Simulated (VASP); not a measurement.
# Al2O3: optical spectrum with PBE

The system is Al2O3.

```xyz
10
Lattice="4.6138 0.0000 0.0000 0.0000 9.5633 0.0000 0.0000 0.0000 3.1199" Properties=species:S:1:pos:R:3 pbc="T T T"
Al    4.5352    7.8856    0.0000
Al    0.0785    1.6777    0.0000
Al    2.2283    6.4593    1.5599
Al    2.3854    3.1040    1.5599
O     2.3069    4.7816    1.5599
O     0.5704    7.2016    1.5599
O     1.7365    2.4200    0.0000
O     2.8773    7.1433    0.0000
O     0.0000    0.0000    0.0000
O     4.0434    2.3617    1.5599
```

Measurements of this composition are mostly on another form, of space group No. 167.

- Program: VASP 6.6.1
- Task: optical spectrum
- Functional: PBE
- Potentials or basis: VASP PAW PBE potentials, release 64 (Al, O)
- Cutoff: 520 eV
- k mesh: 5 × 3 × 7
- Occupations: gaussian, width 0.02 eV
- Spin: no spin polarisation
- Further INCAR settings: ALGO = Normal; EDIFF = 1e-06; NBANDS = 72

```json
{"Pressure": "0.0 GPa", "Largest force": "0.191 eV/Å", "Band gap on the k mesh": "3.51 eV, direct"}
```

Forces on the atoms (eV/Å):
```
Al  -0.054 -0.053  0.000
Al   0.054  0.053  0.000
Al  -0.054  0.053  0.000
Al   0.054 -0.053  0.000
O    0.000  0.000  0.000
O    0.157 -0.108  0.000
O   -0.157 -0.108  0.000
O    0.157  0.108  0.000
O    0.000  0.000  0.000
O   -0.157  0.108  0.000
```

Stress tensor (GPa, compression positive):
```
 1.16  0.00  0.00
 0.00  1.82  0.00
 0.00  0.00 -3.12
```

Levels at points of the mesh, in eV from the valence-band top:
| k point | band 20 | band 21 | band 22 | band 23 | band 24 | band 25 | band 26 | band 27 | band 28 | band 29 |
| --- | --- | --- | --- | --- | --- | --- | --- | --- | --- | --- |
| (0.00, 0.00, 0.00) | -1.31 | -1.04 | -0.53 | -0.06 | 0.00 | 3.51 | 5.05 | 6.14 | 6.88 | 7.06 |

Dielectric function (mean over the directions given):
| energy (eV) | real part | imaginary part |
| --- | --- | --- |
| 0.27 | 2.56 | 0.00 |
| 1.26 | 2.58 | 0.00 |
| 2.30 | 2.65 | 0.00 |
| 3.35 | 2.82 | 0.00 |
| 4.39 | 2.99 | 0.61 |
| 5.43 | 3.07 | 0.40 |
| 6.47 | 3.46 | 0.20 |
| 7.52 | 3.56 | 1.72 |
| 8.56 | 2.84 | 1.83 |
| 9.60 | 2.11 | 1.31 |
| 10.59 | 3.01 | 3.24 |
| 11.63 | 1.57 | 2.09 |
| 12.67 | 1.46 | 2.53 |
| 13.72 | 1.26 | 2.59 |
| 14.76 | 0.94 | 2.55 |
| 15.80 | 0.14 | 1.78 |
| 16.84 | -0.35 | 1.43 |
| 17.89 | -0.20 | 1.13 |
| 18.93 | 0.02 | 0.75 |
| 19.97 | 0.19 | 0.56 |

Wall time 2.7 min on 1 thread of Intel(R) Xeon(R) Platinum 8488C (Sapphire Rapids), with other jobs on the host, peak memory 0.45 GiB.

Caveat: spectra need much finer meshes, so this one isn't converged; independent-particle spectra lack excitons; an odd mesh through Γ misses points on the zone boundary, where band edges often lie. A hybrid or GW would open this gap; PBE tends to underestimate it.
